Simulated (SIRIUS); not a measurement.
**LiH under changes of volume**

One of the cells (8.449 Å³/atom); the others are scaled copies at fixed shape and fractional positions:

```xyz
2
Lattice="0.0000 2.0368 2.0368 2.0368 0.0000 2.0368 2.0368 2.0368 0.0000" Properties=species:S:1:pos:R:3 pbc="T T T"
Li    0.0000    0.0000    0.0000
H     2.0368    2.0368    2.0368
```

| Item | Value |
| --- | --- |
| Program | SIRIUS 7.12.0 |
| Functional | PBEsol |
| Potentials or basis | all-electron FP-LAPW |
| Cutoff | 168 eV |
| Basis | apw+lo standard |
| k mesh | 11 × 11 × 11 |
| Occupations | gaussian, width 0.05 eV |
| Spin | no spin polarisation |

| volume (Å³/atom) | energy over the lowest point (meV/atom) | gap on the mesh (eV) |
| --- | --- | --- |
| 7.942 | 0.00 | 2.95 |
| 8.111 | 0.88 | 2.96 |
| 8.280 | ? | ? |
| 8.449 | 4.33 | 2.99 |
| 8.618 | 7.07 | 3.00 |
| 8.787 | 10.50 | 3.01 |
| 8.956 | 14.36 | 3.02 |

Task: What does the run at 8.280 Å³/atom give?

Result: Energy over the lowest point 2.30 meV/atom; gap on the mesh 2.98 eV.

Worked out: A Birch-Murnaghan fit of order 3 (a polynomial in V^(-2/3)) to the other rows has its minimum at 7.80 Å³/atom, just outside them, with B0 = V·E''(V) = 26 GPa (rough, since the energies scatter). It gives 2.29 meV/atom at 8.280 Å³/atom, against the run's 2.30. A straight line through the other rows of the gap, of slope 0.598 eV per unit of ln V (its deformation potential), gives 2.97 eV, against the run's 2.98.

Energies are extrapolated to zero smearing.

Caveats: an odd mesh through Γ misses points on the zone boundary, where band edges often lie.
